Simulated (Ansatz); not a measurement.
Ti3Ni:

```
Ni Ti
1.0
     3.93518    0.00000    0.00000
     0.00000    3.93518    0.00000
     0.00000    0.00000    3.93518
Ni Ti
1 3
Direct
  0.00000 0.00000 0.00000
  0.50000 0.50000 0.00000
  0.50000 0.00000 0.50000
  0.00000 0.50000 0.50000
```

The cell comes from a database or a generator and needn't be the stable form of this composition.

Below is the output of Ansatz 0.2.0 for this cell. Logs are shortened: lines on timing, memory, paths and dates and some standing lists are left out, and cuts for length are marked.

```text
Warning: RAYON_NUM_THREADS=2 ignored (pool sized by the plan → 2); use --threads N
zone centre: on kpoints.mp_grid the ground state, and the responses unless they are solved on pairs of k-points, stand on 64 of the mesh's 216 k-points, reduced under 8 symmetry operations, with k and −k counted as one. Each operation leaves every solved displacement unchanged or reverses it
Engine: ansatz 0.2.0, aarch64-unknown-linux-gnu
Pseudopotentials: kind: paw
Pseudopotential: Ni, paw, valence charge 18, recommended cutoff 420 eV (normal), Ni.paw.azcp
Pseudopotential: Ti, paw, valence charge 12, recommended cutoff 420 eV (normal), Ti.paw.azcp
Functional definition: PBEsol
  exchange = pbesol_x
  correlation = pbesol_c
Crystal: 4 atoms, lattice volume = 60.939 Å³
Basis set: ecut = 420 eV, 1213 PW (Γ), exchange–correlation on 54×54×54 points (8 copies of the dense FFT grid, shifted against one another)
Bands: 35, of which v1, the nominal top of the filled ones, is band 27 counted from 1 (26 counted from 0)
Symmetry: 48 space group operations
Space group: Pm-3m (ITA 221), of the structure as read, at distance tolerance 3.9e-5 Å
Magnetic group: BNS 221.92 (UNI 1594), of the structure as read, at distance tolerance 3.9e-5 Å
k-points: 20 of 216
Non-local potential: Ni, projectors of the file, l = 0: 3, l = 1: 2, l = 2: 3, l = 3: 1
Non-local potential: Ti, projectors of the file, l = 0: 3, l = 1: 2, l = 2: 3, l = 3: 1
PAW form: soft (Blöchl's): semilocal exchange-correlation on the pseudo side does not see the compensation charge
PAW frozen core: Ni, regenerated for the run's functional, and the local potential with it (the file was generated under x = pbe(κ = 0.804, μ = 0.2195149727645171), c = pbe(β = 0.06672455060314922))
PAW frozen core: Ti, regenerated for the run's functional, and the local potential with it (the file was generated under x = pbe(κ = 0.804, μ = 0.2195149727645171), c = pbe(β = 0.06672455060314922))
[... 23 lines left out ...]
Absolute magnetization: 0.0000 μB (∫|ρ↑−ρ↓|)
Spin contamination: 0.0000 ħ² per cell (⟨S²⟩ above its minimum at these occupations)
Per-site moments (μB) at R_I (Å): [(0.0, 1.147817932658006), (0.0, 1.147817932658006), (0.0, 1.147817932658006), (0.0, 1.147817932658006)]
Free energy (F): -13227.015631 eV
Harris-Foulkes:  -13227.015631 eV  (|F-HF|=5.46e-12)
Internal energy: -13226.959495 eV  (E = F + TS)
E sigma→0 (E₀):  -13226.987563 eV
Entropy (-TS):   -0.056136 eV (-14.034 meV/atom)
Fermi energy:    14.448849 eV
--- Per-component energies (eV) ---
  E_band       = -772.625563
  E_kinetic    = 1101.527923
  E_local      = -6427.219046  (includes V_loc(G=0)·N_el)
  E_nonlocal   = 661.543199
  E_hartree    = 2699.124855
  E_xc         = -375.380584
  E_vxc        = -474.914395  (∫ρ·V_xc dr)
  E_paw        = -4660.575014  (= ΣΔE_a)
  E_vpaw       = -1031.813757  (= ΣTr[D̂ρ^β])
  E_aug_tail   = 0.000828  (compensation charges beyond the density's cutoff)
  E_ewald      = -6226.597099
  E_core_change = 0.615442  (= ΣΔE_core)
  E_smearing   = -0.056136  (= −TS)
  E_closure    = -0.000000  (closes the sum)
  Σ components = -13227.015631   (vs F -13227.015631, Δ=0.00e0)
--- Band table (eV; the first three rows and the last of 128) ---
  k-point 0 ↑: bands = ["-88.4265", "-48.9492", "-48.9492", "-48.9492", "-41.9290", "-41.7221", "-41.7221", "-18.5332", "-18.5332", "-18.5332", "-18.1317", "-18.1317", "-18.1317", "-17.8595", "-17.8595", "-17.8595", "7.7410", "11.1523", "11.2714", "11.2714", "11.8715", "11.8715", "11.8715", "14.1097", "14.1097", "14.1097", "14.8584", "14.8584", "17.0346", "17.0346", "17.0346", "17.3576", "17.3576"]
  k-point 1 ↑: bands = ["-88.4265", "-48.9493", "-48.9492", "-48.9492", "-41.9167", "-41.7343", "-41.7219", "-18.5079", "-18.5079", "-18.4951", "-18.1409", "-18.1409", "-18.1358", "-17.9092", "-17.8774", "-17.8774", "8.0575", "11.2684", "11.4297", "11.4305", "11.9648", "11.9879", "11.9879", "14.0281", "14.1475", "14.1475", "14.5087", "14.9538", "16.0609", "16.0609", "16.6869", "16.9507", "17.5354"]
  k-point 2 ↑: bands = ["-88.4265", "-48.9495", "-48.9492", "-48.9492", "-41.8850", "-41.7657", "-41.7216", "-18.4462", "-18.4462", "-18.3892", "-18.1702", "-18.1702", "-18.1441", "-18.0384", "-17.9132", "-17.9132", "8.9401", "11.1436", "11.7667", "12.0128", "12.1870", "12.2951", "12.2951", "13.5698", "13.8242", "14.0422", "14.0422", "15.2601", "15.4215", "15.4215", "15.9335", "16.7597", "16.7920"]
  k-point 63 ↓: bands = ["-88.4265", "-48.9495", "-48.9495", "-48.9495", "-41.7892", "-41.7892", "-41.7892", "-18.7457", "-18.4998", "-18.4998", "-18.4998", "-17.9105", "-17.9105", "-17.9105", "-17.8537", "-17.8537", "10.6626", "11.3991", "11.3991", "11.3991", "12.8204", "12.8204", "13.8225", "13.8225", "13.8225", "14.9079", "14.9079", "14.9079", "15.2172", "15.2172", "15.2172", "15.5781", "16.9190"]
--- Phonons (Γ-DFPT): 3 representative perturbations + reference, on 64 of 216 k-points (Σ response iterations 9) ---
  k mesh reduced under 8 symmetry operations, with k and −k counted as one. Each operation leaves every solved displacement unchanged or reverses it
  ASR residual: 8.648e-4 → 0.000e0 eV/Å²; symmetrization residual: 1.228e-5 eV/Å²
  ASR residual per site (eV/Å²): 8.65e-4 7.52e-4 7.52e-4 7.52e-4
  Γ frequencies (cm⁻¹): 0.00 0.00 0.00 94.80 94.80 94.80 129.05 129.05 129.05 281.38 281.38 281.38
  non-analytic LO–TO correction: not included (Born effective charges unavailable; polar crystals: no LO–TO splitting at Γ)
```

**Question.** Write the input and the command behind it.

**Answer.** Phonons with PBEsol, collinear spin, ferromagnetic start. The files as run (others can give the same):

input.yaml
```yaml
crystal:
  lattice:
    - [3.935175, 0.0, 0.0]
    - [0.0, 3.935175, 0.0]
    - [0.0, 0.0, 3.935175]
  atoms:
    - { symbol: Ni, position: [0.0, 0.0, 0.0], spin: 1.0 }
    - { symbol: Ti, position: [0.5, 0.5, 0.0], spin: 1.0 }
    - { symbol: Ti, position: [0.5, 0.0, 0.5], spin: 1.0 }
    - { symbol: Ti, position: [0.0, 0.5, 0.5], spin: 1.0 }
hamiltonian:
  xc: pbesol
  pseudopotentials: { kind: paw }
magnetization:
  spin_polarized: true
kpoints:
  mp_grid: { grid: [6, 6, 6] }
scf:
  occupations: { method: fermi_dirac, width: 0.05 }
phonons:
  method: dfpt
```

Potentials or basis: Ansatz PAW.
Command:
```console
$ ansatz run input.yaml --threads 2 --pin off --max-ram 5632MiB --backend cpu --events-out ev --progress --plain --runs-dir out
```

Caveat: the PAW data sets come from PBE, with cores solved anew for the run's functional, which leaves a small shift of forces and pressure.
